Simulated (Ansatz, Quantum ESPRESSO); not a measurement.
# honeycomb BP, 2 layers, AB stacking: capacitance across a vacuum gap, part 3 of 5

Aim: potential against charge for honeycomb BP, 2 layers, AB stacking facing a metal electrode, and the capacitance that follows.

Quantum ESPRESSO 7.5; plane-wave DFT, PBE, GBRV ultrasoft pseudopotentials; geometry by Ansatz 0.2.0 with PAW datasets.

So far. Step 3 (Self-consistent run: charge -0.0268 e): Inside the slab this potential holds the local part of the pseudopotentials, which can be repulsive at the nuclei; only its value in the vacuum has a meaning of its own. Step 3 (Self-consistent run: charge -0.0268 e): Gauss's law asks for a slope of 180.95 q/A = -0.546 eV/Å in the gap; the run gives -0.547.

## Step 4: Ground state: charge -0.0134 e

The charge is stepped; where the run before has converged, its density is the start.

q1.in reads:

```
&control
  prefix = 'q1'
  outdir = './out'
  pseudo_dir = './pseudo'
  calculation = 'scf'
  tprnfor = .true.
/
&system
  ibrav = 0
  nat = 4
  ntyp = 2
  ecutwfc = 40
  ecutrho = 200
  occupations = 'smearing'
  smearing = 'fd'
  degauss = 0.004
  assume_isolated = 'esm'
  esm_bc = 'bc3'
  tot_charge = -0.0134
/
&electrons
  conv_thr = 1e-08
  mixing_beta = 0.4
  electron_maxstep = 120
  mixing_mode = 'local-TF'
  startingpot = 'file'
/
ATOMIC_SPECIES
  P   30.9738  p_pbe_v1.5.uspp.F.UPF
  B   10.8100  b_pbe_v1.4.uspp.F.UPF
CELL_PARAMETERS angstrom
  3.20231763469907 0.00000000000000 0.00000000000000
  -1.60115881734953 2.77328842263629 -0.00000000000000
  0.00000000000000 -0.00000000000000 19.30000000000000
ATOMIC_POSITIONS crystal
  P   0.666666666667 0.333333333333 -0.039523352792
  B   0.333333333333 0.666666666667 -0.040588291786
  P   0.000000000000 -0.000000000000 0.144215234792
  B   0.666666666667 0.333333333333 0.143511466112
K_POINTS automatic
  24 24 1 0 0 0
```

Run with:

```
cp -r out/q0.save out/q1.save
OMP_NUM_THREADS=1 mpirun -n 2 pw.x -nk 2 -in q1.in > q1.out
```

The program printed:

```text
[banner, memory and clock lines left out]
Program PWSCF v.7.5 starts
[...]
Message from routine setup:
[...]
number of electrons       =        16.01
     number of Kohn-Sham states=           12
     kinetic-energy cutoff     =      40.0000  Ry
     charge density cutoff     =     200.0000  Ry
[...]
number of k points=    61  Fermi-Dirac smearing, width (Ry)=  0.0040
[...]
Dense  grid:    55383 G-vectors     FFT dimensions: (  27,  27, 180)
[...]
The initial density is read from file :
[...]
negative rho (up, down):  1.440E-04 0.000E+00
     Starting wfcs are   16 randomized atomic wfcs
[...]
negative rho (up, down):  1.230E-04 0.000E+00
[...]
estimated scf accuracy    <       0.00329421 Ry
[...]
negative rho (up, down):  2.723E-04 0.000E+00
[...]
estimated scf accuracy    <       0.00252140 Ry
[...]
negative rho (up, down):  2.180E-04 0.000E+00
[...]
estimated scf accuracy    <       0.00047133 Ry
[...]
negative rho (up, down):  7.483E-05 0.000E+00
[...]
estimated scf accuracy    <       0.00030979 Ry
[...]
negative rho (up, down):  5.334E-05 0.000E+00
[...]
estimated scf accuracy    <       0.00032779 Ry
[...]
negative rho (up, down):  2.148E-05 0.000E+00
[...]
estimated scf accuracy    <       0.00014649 Ry
[...]
negative rho (up, down):  3.071E-05 0.000E+00
[...]
estimated scf accuracy    <       0.00001909 Ry
[...]
negative rho (up, down):  2.359E-05 0.000E+00
[...]
estimated scf accuracy    <       0.00000660 Ry
[...]
negative rho (up, down):  9.421E-05 0.000E+00
[...]
estimated scf accuracy    <       0.00000892 Ry
[...]
negative rho (up, down):  1.251E-04 0.000E+00
[...]
estimated scf accuracy    <       0.00001136 Ry
[...]
negative rho (up, down):  1.208E-04 0.000E+00
[...]
estimated scf accuracy    <       0.00000818 Ry
[...]
negative rho (up, down):  1.253E-04 0.000E+00
[...]
estimated scf accuracy    <       0.00000051 Ry
[...]
negative rho (up, down):  1.259E-04 0.000E+00
[...]
estimated scf accuracy    <       0.00000052 Ry
[...]
negative rho (up, down):  1.290E-04 0.000E+00
[...]
estimated scf accuracy    <       0.00000055 Ry
[...]
negative rho (up, down):  1.431E-04 0.000E+00
[...]
estimated scf accuracy    <       0.00000062 Ry
[...]
negative rho (up, down):  1.428E-04 0.000E+00
[...]
estimated scf accuracy    <       0.00000036 Ry
[...]
negative rho (up, down):  1.477E-04 0.000E+00
[...]
estimated scf accuracy    <       0.00000037 Ry
[...]
negative rho (up, down):  1.470E-04 0.000E+00
[...]
estimated scf accuracy    <       0.00000041 Ry
[...]
negative rho (up, down):  1.485E-04 0.000E+00
[...]
estimated scf accuracy    <       0.00000018 Ry
[...]
negative rho (up, down):  1.498E-04 0.000E+00
[...]
estimated scf accuracy    <       0.00000023 Ry
[...]
negative rho (up, down):  1.508E-04 0.000E+00
[...]
estimated scf accuracy    <       0.00000021 Ry
[...]
negative rho (up, down):  1.500E-04 0.000E+00
[...]
estimated scf accuracy    <       0.00000003 Ry
[...]
negative rho (up, down):  1.458E-04 0.000E+00
[...]
estimated scf accuracy    <       0.00000002 Ry
[...]
negative rho (up, down):  1.478E-04 0.000E+00
[...]
the Fermi energy is    -2.8020 ev
!    total energy              =     -43.83612733 Ry
     estimated scf accuracy    <          5.1E-09 Ry
     smearing contrib. (-TS)   =      -0.00011984 Ry
     internal energy E=F+TS    =     -43.83600749 Ry
[...]
one-electron contribution =   -2905.02173676 Ry
     hartree contribution      =    1454.30807617 Ry
     xc contribution           =     -17.75923819 Ry
     ewald contribution        =    1424.63689129 Ry
     convergence has been achieved in  24 iterations
     negative rho (up, down):  1.478E-04 0.000E+00
[...]
Total force =     0.005755     Total SCF correction =     0.000131
[...]
```

Elapsed: 48 s, on 2 MPI ranks of AMD EPYC 9R45 (Zen 5), shared host; peak memory 0.37 GiB; 96 s of CPU time.

Read from the output:

```
Fermi energy                                                   : -2.802 eV
vacuum line at the lower end of the cell, over the Fermi level : 4.289 eV
slope of the potential above                                   : -0.2733 eV/Å
vacuum line at the upper end of the cell, over the Fermi level : 2.802 eV
```

The electrode's potential over the Fermi level goes from 1.171 to 2.802 eV, the far face's from 4.258 to 4.289 eV.

## Step 5: Ground state

q2.in is the input of step 4 with these lines changed:

```diff
@@ -1,3 +1,3 @@
 &control
-  prefix = 'q1'
+  prefix = 'q2'
   outdir = './out'
@@ -18,3 +18,3 @@
   esm_bc = 'bc3'
-  tot_charge = -0.0134
+  tot_charge = 0.0
 /
```

Run with:

```
cp -r out/q1.save out/q2.save
OMP_NUM_THREADS=1 mpirun -n 2 pw.x -nk 2 -in q2.in > q2.out
```

The program printed:

```text
[banner, memory and clock lines left out]
Program PWSCF v.7.5 starts
[...]
Message from routine setup:
[...]
number of electrons       =        16.00
     number of Kohn-Sham states=           12
     kinetic-energy cutoff     =      40.0000  Ry
     charge density cutoff     =     200.0000  Ry
[...]
number of k points=    61  Fermi-Dirac smearing, width (Ry)=  0.0040
[...]
Dense  grid:    55383 G-vectors     FFT dimensions: (  27,  27, 180)
[...]
The initial density is read from file :
[...]
negative rho (up, down):  1.477E-04 0.000E+00
     Starting wfcs are   16 randomized atomic wfcs
[...]
negative rho (up, down):  1.199E-04 0.000E+00
[...]
estimated scf accuracy    <       0.00288205 Ry
[...]
negative rho (up, down):  1.976E-04 0.000E+00
[...]
estimated scf accuracy    <       0.00218090 Ry
[...]
negative rho (up, down):  1.639E-04 0.000E+00
[...]
estimated scf accuracy    <       0.00039077 Ry
[...]
negative rho (up, down):  6.553E-05 0.000E+00
[...]
estimated scf accuracy    <       0.00029099 Ry
[...]
negative rho (up, down):  4.193E-05 0.000E+00
[...]
estimated scf accuracy    <       0.00031200 Ry
[...]
negative rho (up, down):  1.707E-05 0.000E+00
[...]
estimated scf accuracy    <       0.00008658 Ry
[...]
negative rho (up, down):  3.528E-05 0.000E+00
[...]
estimated scf accuracy    <       0.00003265 Ry
[...]
negative rho (up, down):  3.233E-05 0.000E+00
[...]
estimated scf accuracy    <       0.00000340 Ry
[...]
negative rho (up, down):  1.213E-04 0.000E+00
[...]
estimated scf accuracy    <       0.00000274 Ry
[...]
negative rho (up, down):  1.089E-04 0.000E+00
[...]
estimated scf accuracy    <       0.00000837 Ry
[...]
negative rho (up, down):  1.218E-04 0.000E+00
[...]
estimated scf accuracy    <       0.00000114 Ry
[...]
negative rho (up, down):  1.354E-04 0.000E+00
[...]
estimated scf accuracy    <       0.00000007 Ry
[...]
negative rho (up, down):  1.263E-04 0.000E+00
[...]
estimated scf accuracy    <       0.00000023 Ry
[...]
negative rho (up, down):  1.347E-04 0.000E+00
[...]
estimated scf accuracy    <       0.00000006 Ry
[...]
negative rho (up, down):  1.320E-04 0.000E+00
[...]
estimated scf accuracy    <       0.00000005 Ry
[...]
negative rho (up, down):  1.364E-04 0.000E+00
[...]
estimated scf accuracy    <       0.00000003 Ry
[...]
negative rho (up, down):  1.474E-04 0.000E+00
[...]
estimated scf accuracy    <       0.00000005 Ry
[...]
negative rho (up, down):  1.471E-04 0.000E+00
[...]
estimated scf accuracy    <       0.00000001 Ry
[...]
negative rho (up, down):  1.475E-04 0.000E+00
[...]
estimated scf accuracy    <       0.00000001 Ry
[...]
negative rho (up, down):  1.480E-04 0.000E+00
[...]
estimated scf accuracy    <       0.00000001 Ry
[...]
negative rho (up, down):  1.494E-04 0.000E+00
[...]
estimated scf accuracy    <       0.00000001 Ry
[...]
negative rho (up, down):  1.511E-04 0.000E+00
[...]
the Fermi energy is    -4.8036 ev
!    total energy              =     -43.83250459 Ry
     estimated scf accuracy    <          5.8E-09 Ry
     smearing contrib. (-TS)   =      -0.00000150 Ry
     internal energy E=F+TS    =     -43.83250308 Ry
[...]
one-electron contribution =   -2903.17454300 Ry
     hartree contribution      =    1452.45737889 Ry
     xc contribution           =     -17.75223026 Ry
     ewald contribution        =    1424.63689129 Ry
     convergence has been achieved in  22 iterations
     negative rho (up, down):  1.511E-04 0.000E+00
[...]
Total force =     0.005939     Total SCF correction =     0.000195
[...]
```

Run time: 46 s. Hardware: 2 MPI ranks; peak memory 0.37 GiB; 91 s of CPU time.

Numbers from this step:

```
Fermi energy                                                   : -4.804 eV
vacuum line at the lower end of the cell, over the Fermi level : 4.649 eV
slope of the potential above                                   : -5.98e-6 eV/Å
vacuum line at the upper end of the cell, over the Fermi level : 4.804 eV
```

The run needed 22 iterations to bring the estimated error under 1e-08 Ry.

The electrode's potential over the Fermi level goes from 2.802 to 4.804 eV, the far face's from 4.289 to 4.649 eV. The neutral sheet has a gap, in which the smearing places the Fermi level.

## Step 6: SCF with pw.x: charge 0.0134 e

q3.in is the input of step 5 with these lines changed:

```diff
@@ -1,3 +1,3 @@
 &control
-  prefix = 'q2'
+  prefix = 'q3'
   outdir = './out'
@@ -18,3 +18,3 @@
   esm_bc = 'bc3'
-  tot_charge = 0.0
+  tot_charge = 0.0134
 /
```

Run with:

```
cp -r out/q2.save out/q3.save
OMP_NUM_THREADS=1 mpirun -n 2 pw.x -nk 2 -in q3.in > q3.out
```

The program printed:

```text
[banner, memory and clock lines left out]
Program PWSCF v.7.5 starts
[...]
Message from routine setup:
[...]
number of electrons       =        15.99
     number of Kohn-Sham states=           12
     kinetic-energy cutoff     =      40.0000  Ry
     charge density cutoff     =     200.0000  Ry
[...]
number of k points=    61  Fermi-Dirac smearing, width (Ry)=  0.0040
[...]
Dense  grid:    55383 G-vectors     FFT dimensions: (  27,  27, 180)
[...]
The initial density is read from file :
[...]
negative rho (up, down):  1.509E-04 0.000E+00
     Starting wfcs are   16 randomized atomic wfcs
[...]
negative rho (up, down):  1.266E-04 0.000E+00
[...]
estimated scf accuracy    <       0.00402798 Ry
[...]
negative rho (up, down):  3.471E-04 0.000E+00
[...]
estimated scf accuracy    <       0.00308552 Ry
[...]
negative rho (up, down):  3.026E-04 0.000E+00
[...]
estimated scf accuracy    <       0.00054817 Ry
[...]
negative rho (up, down):  1.117E-04 0.000E+00
[...]
estimated scf accuracy    <       0.00041990 Ry
[...]
negative rho (up, down):  7.136E-05 0.000E+00
[...]
estimated scf accuracy    <       0.00022172 Ry
[...]
negative rho (up, down):  3.019E-05 0.000E+00
[...]
estimated scf accuracy    <       0.00009901 Ry
[...]
negative rho (up, down):  6.737E-05 0.000E+00
[...]
estimated scf accuracy    <       0.00002811 Ry
[...]
negative rho (up, down):  3.951E-05 0.000E+00
[...]
estimated scf accuracy    <       0.00000372 Ry
[...]
negative rho (up, down):  1.046E-04 0.000E+00
[...]
estimated scf accuracy    <       0.00000551 Ry
[...]
negative rho (up, down):  1.138E-04 0.000E+00
[...]
estimated scf accuracy    <       0.00000049 Ry
[...]
negative rho (up, down):  9.984E-05 0.000E+00
[...]
estimated scf accuracy    <       0.00000055 Ry
[...]
negative rho (up, down):  1.317E-04 0.000E+00
[...]
estimated scf accuracy    <       0.00000015 Ry
[...]
negative rho (up, down):  1.445E-04 0.000E+00
[...]
estimated scf accuracy    <       0.00000005 Ry
[...]
negative rho (up, down):  1.462E-04 0.000E+00
[...]
estimated scf accuracy    <       0.00000003 Ry
[...]
negative rho (up, down):  1.540E-04 0.000E+00
[...]
the Fermi energy is    -6.6757 ev
!    total energy              =     -43.82673319 Ry
     estimated scf accuracy    <          4.2E-09 Ry
     smearing contrib. (-TS)   =      -0.00013789 Ry
     internal energy E=F+TS    =     -43.82659530 Ry
[...]
one-electron contribution =   -2901.38516108 Ry
     hartree contribution      =    1450.66636849 Ry
     xc contribution           =     -17.74469399 Ry
     ewald contribution        =    1424.63689129 Ry
     convergence has been achieved in  15 iterations
     negative rho (up, down):  1.540E-04 0.000E+00
[...]
Total force =     0.005999     Total SCF correction =     0.000184
[...]
```

Run time: 37 s. Hardware: 2 MPI ranks; peak memory 0.35 GiB; 73 s of CPU time.

Numbers from this step:

| Property | Result |
| --- | --- |
| Fermi energy | -6.676 eV |
| vacuum line at the lower end of the cell, over the Fermi level | 4.982 eV |
| slope of the potential above | 0.2733 eV/Å |
| vacuum line at the upper end of the cell, over the Fermi level | 6.676 eV |

The electrode's potential over the Fermi level goes from 4.804 to 6.676 eV, the far face's from 4.649 to 4.982 eV. The neutral sheet has a gap, in which the smearing places the Fermi level.

## Step 7: SCF with pw.x: charge 0.0268 e

q4.in is the input of step 6 with these lines changed:

```diff
@@ -1,3 +1,3 @@
 &control
-  prefix = 'q3'
+  prefix = 'q4'
   outdir = './out'
@@ -18,3 +18,3 @@
   esm_bc = 'bc3'
-  tot_charge = 0.0134
+  tot_charge = 0.0268
 /
```

Run with:

```
cp -r out/q3.save out/q4.save
OMP_NUM_THREADS=1 mpirun -n 2 pw.x -nk 2 -in q4.in > q4.out
```

The program printed:

```text
[banner, memory and clock lines left out]
Program PWSCF v.7.5 starts
[...]
Message from routine setup:
[...]
number of electrons       =        15.97
     number of Kohn-Sham states=           12
     kinetic-energy cutoff     =      40.0000  Ry
     charge density cutoff     =     200.0000  Ry
[...]
number of k points=    61  Fermi-Dirac smearing, width (Ry)=  0.0040
[...]
Dense  grid:    55383 G-vectors     FFT dimensions: (  27,  27, 180)
[...]
The initial density is read from file :
[...]
negative rho (up, down):  1.539E-04 0.000E+00
     Starting wfcs are   16 randomized atomic wfcs
[...]
negative rho (up, down):  1.233E-04 0.000E+00
[...]
estimated scf accuracy    <       0.00414551 Ry
[...]
negative rho (up, down):  3.050E-04 0.000E+00
[...]
estimated scf accuracy    <       0.00320143 Ry
[...]
negative rho (up, down):  2.684E-04 0.000E+00
[...]
estimated scf accuracy    <       0.00053619 Ry
[...]
negative rho (up, down):  1.068E-04 0.000E+00
[...]
estimated scf accuracy    <       0.00040525 Ry
[...]
negative rho (up, down):  6.094E-05 0.000E+00
[...]
estimated scf accuracy    <       0.00018489 Ry
[...]
negative rho (up, down):  2.950E-05 0.000E+00
[...]
estimated scf accuracy    <       0.00011088 Ry
[...]
negative rho (up, down):  9.280E-05 0.000E+00
[...]
estimated scf accuracy    <       0.00002674 Ry
[...]
negative rho (up, down):  3.850E-05 0.000E+00
[...]
estimated scf accuracy    <       0.00000583 Ry
[...]
negative rho (up, down):  1.013E-04 0.000E+00
[...]
estimated scf accuracy    <       0.00000558 Ry
[...]
negative rho (up, down):  1.076E-04 0.000E+00
[...]
estimated scf accuracy    <       0.00000044 Ry
[...]
negative rho (up, down):  1.021E-04 0.000E+00
[...]
estimated scf accuracy    <       0.00000028 Ry
[...]
negative rho (up, down):  1.383E-04 0.000E+00
[...]
estimated scf accuracy    <       0.00000016 Ry
[...]
negative rho (up, down):  1.436E-04 0.000E+00
[...]
estimated scf accuracy    <       0.00000032 Ry
[...]
negative rho (up, down):  1.507E-04 0.000E+00
[...]
estimated scf accuracy    <       0.00000002 Ry
[...]
negative rho (up, down):  1.511E-04 0.000E+00
[...]
estimated scf accuracy    <       0.00000005 Ry
[...]
negative rho (up, down):  1.592E-04 0.000E+00
[...]
estimated scf accuracy    <       0.00000003 Ry
[...]
negative rho (up, down):  1.571E-04 0.000E+00
[...]
estimated scf accuracy    <       0.00000002 Ry
[...]
negative rho (up, down):  1.566E-04 0.000E+00
[...]
the Fermi energy is    -8.2448 ev
!    total energy              =     -43.81938464 Ry
     estimated scf accuracy    <          4.0E-09 Ry
     smearing contrib. (-TS)   =      -0.00019512 Ry
     internal energy E=F+TS    =     -43.81918952 Ry
[...]
one-electron contribution =   -2899.59038311 Ry
     hartree contribution      =    1448.87130497 Ry
     xc contribution           =     -17.73700267 Ry
     ewald contribution        =    1424.63689129 Ry
     convergence has been achieved in  18 iterations
     negative rho (up, down):  1.566E-04 0.000E+00
[...]
Total force =     0.006192     Total SCF correction =     0.000208
[...]
```

Wall time 41 s (2 MPI ranks); peak memory 0.27 GiB; 82 s of CPU time.

This step gave:

| Property | Result |
| --- | --- |
| Fermi energy | -8.245 eV |
| vacuum line at the lower end of the cell, over the Fermi level | 5.013 eV |
| slope of the potential above | 0.5467 eV/Å |
| vacuum line at the upper end of the cell, over the Fermi level | 8.245 eV |

The electrode's potential over the Fermi level goes from 6.676 to 8.245 eV, the far face's from 4.982 to 5.013 eV.

[end of part 3 of 5]

[Logs are printed without paths, hosts, clocks, repeated set-up lines and the standing remarks that a program may print on its own settings, such as how far it seeks lower states.]

[Hosts, paths, dates, database ids (printed as entryN), source tags and the programs' standing remarks are cut or masked in the printed files.]

[Maps of the electrostatic potential energy from Ansatz leave out the sawtooth potential of an applied field or a dipole correction, so their vacuum need not be flat; planar profiles and work functions include it.]
